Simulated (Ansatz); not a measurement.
# Li2O: the cost of one run

Computed with Ansatz 0.2.0 (reference: DFT, HSE06, plane waves, PAW, unless a step's input says otherwise).

6 further runs of the same task are left out: 6 that didn't finish.

**1. The system as given**

It takes space group Fm-3m (No. 225, cubic). Conventional cell: a = 4.573 Å, b = 4.573 Å, c = 4.573 Å, α = 90.00°, β = 90.00°, γ = 90.00°. O (site symmetry m-3m) has 8 Li at 1.98 Å as nearest neighbours. Li (site symmetry -43m) has 4 O at 1.98 Å as nearest neighbours.

Coordinates:

```
O Li
1.0
     0.00000    2.28637    2.28637
     2.28637    0.00000    2.28637
     2.28637    2.28637    0.00000
O Li
1 2
Direct
  0.00000 0.00000 0.00000
  0.25000 0.25000 0.25000
  0.75000 0.75000 0.75000
```

**2. Baseline**

Contents of input.yaml:

```yaml
crystal:
  lattice:
    - [0.0, 2.2863684517, 2.2863684517]
    - [2.2863684517, 0.0, 2.2863684517]
    - [2.2863684517, 2.2863684517, 0.0]
  atoms:
    - { symbol: O, position: [0.0, 0.0, 0.0] }
    - { symbol: Li, position: [0.25, 0.25, 0.25] }
    - { symbol: Li, position: [0.75, 0.75, 0.75] }
kpoints:
  mp_grid: { grid: [4, 4, 4] }
hamiltonian:
  xc: hse06
scf:
  occupations: { method: fixed }
  n_extra_bands: 4
output:
  forces: true
  stress: true
  eigenvalues: true
  write_density: true
  write_potential: true
  elf: true
  volumetric_format: npy
```

Started as:

```sh
$ ansatz run input.yaml --threads 4 --pin off --max-ram 3686MiB --backend cpu --events-out ev --progress --plain --runs-dir out
```

Q: Estimate wall time and peak memory on 4 threads of an x86-64 CPU, shared host.

About 5.3 s, with a peak of 0.45 GiB.
